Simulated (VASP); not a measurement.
Write the native input for VASP 6.6.1 that does the following.

* Task: single point
* Functional: revPBE
* Potentials or basis: VASP PAW PBE potentials, release 64 (Cd)
* Cutoff: 520 eV
* k mesh: 8 × 8 × 11
* Occupations: fermi-dirac, width 0.1 eV
* Spin: no spin polarisation
* Dipole correction: no
* Further INCAR settings: ALGO = Fast; EDIFF = 1e-06; NBANDS = 25

The structure of Cd lies in POSCAR:

```
Cd
1.0
    5.3605045733      0.0000000000      0.0000000000
   -2.6802522867      4.6423331376      0.0000000000
    0.0000000000      0.0000000000      3.2329410572
Cd
3
Direct
    1.0000000000      0.0000000000      0.0000000000
    0.3333333333      0.6666666667      0.5000000000
    0.6666666667      0.3333333333      0.5000000000
```

This isn't the form of Cd at room conditions, which is hcp.

One way to write it, as run:

INCAR

```
ALGO = Fast
EDIFF = 1E-6
ENCUT = 520
GGA = RE
ISIF = 2
ISMEAR = -1
LASPH = T
LCHARG = T
LELF = T
LREAL = F
LVHAR = T
LWAVE = F
NBANDS = 25
NELM = 60
PREC = Accurate
SIGMA = 0.1
```

KPOINTS

```
k-points
0
Gamma
  8 8 11
```

Potentials or basis: VASP PAW PBE potentials, release 64 (Cd).

Launch:

```console
$ cat potpaw_PBE.64/Cd/POTCAR > POTCAR
$ mpirun -np 1 vasp_std > vasp.out
```

It gave:

The pressure is -1.5 GPa and the band gap on the k mesh is none (metal or under the smearing width).

Caveat: the PAW data sets were made with another functional, which shifts forces and pressure a little.

Wall time 35 s on 1 thread of Intel(R) Xeon(R) 6975P-C (Granite Rapids) (shared host), peak memory 0.24 GiB.
